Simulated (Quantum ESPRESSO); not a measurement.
Bi2TeSe2 (Skippenite) under changes of volume

One of the cells (29.435 Å³/atom); the others are scaled copies at fixed shape and fractional positions:

```
Bi Te Se
1.0
     2.09150    1.20753    9.71233
    -2.09150    1.20753    9.71233
     0.00000   -2.41506    9.71233
Bi Te Se
2 1 2
Direct
  0.60194 0.60194 0.60194
  0.39806 0.39806 0.39806
  0.00000 0.00000 0.00000
  0.78840 0.78840 0.78840
  0.21160 0.21160 0.21160
```

```yaml
Program: Quantum ESPRESSO 7.5
Functional: LDA
Potentials_or_basis: PseudoDojo 0.4.1 SR LDA standard
Cutoff: 1170 eV
Density_cutoff: 4680 eV
k_mesh: 4 × 4 × 4
Occupations: fermi-dirac, width 0.05 eV
Spin: no spin polarisation
```

```tsv
volume (Å³/atom)	energy over the lowest point (meV/atom)	pressure (GPa)	gap on the mesh (eV)	largest force (eV/Å)
27.669	28.23	5.0	0.36	1.908
28.257	13.10	3.3	0.37	1.860
28.846	?	?	?	?
29.435	0.00	0.4	0.40	1.773
30.023	0.86	-0.8	0.40	1.733
30.612	5.97	-1.9	0.41	1.694
31.201	14.89	-2.9	0.42	1.658
```

**Question.** What does the run at 28.846 Å³/atom give?

**Answer.** Energy over the lowest point 3.90 meV/atom; pressure 1.7 GPa; gap on the mesh 0.39 eV; largest force 1.815 eV/Å.

Worked out: A Birch-Murnaghan fit of order 3 (a polynomial in V^(-2/3)) to the other rows has its minimum at 29.62 Å³/atom with B0 = V·E''(V) = 63 GPa and B' = 4.6 at fixed shape and positions, which overstates the stiffness. It gives 3.89 meV/atom at 28.846 Å³/atom, against the run's 3.90, and -dE/dV = 1.8 GPa, against 1.7. A parabola through the other rows of the gap, of slope 0.542 eV per unit of ln V (its deformation potential) there, gives 0.38 eV, against the run's 0.39.

Energies are extrapolated to zero smearing.

Caveats: all runs use coarse meshes; spin-orbit coupling is left out, which as a rule narrows the gap of such compounds by several tenths of an eV; forces of over 1 eV/Å show positions far from the minimum, so gaps and moduli don't describe the material at rest.

A mesh can miss the band edges.
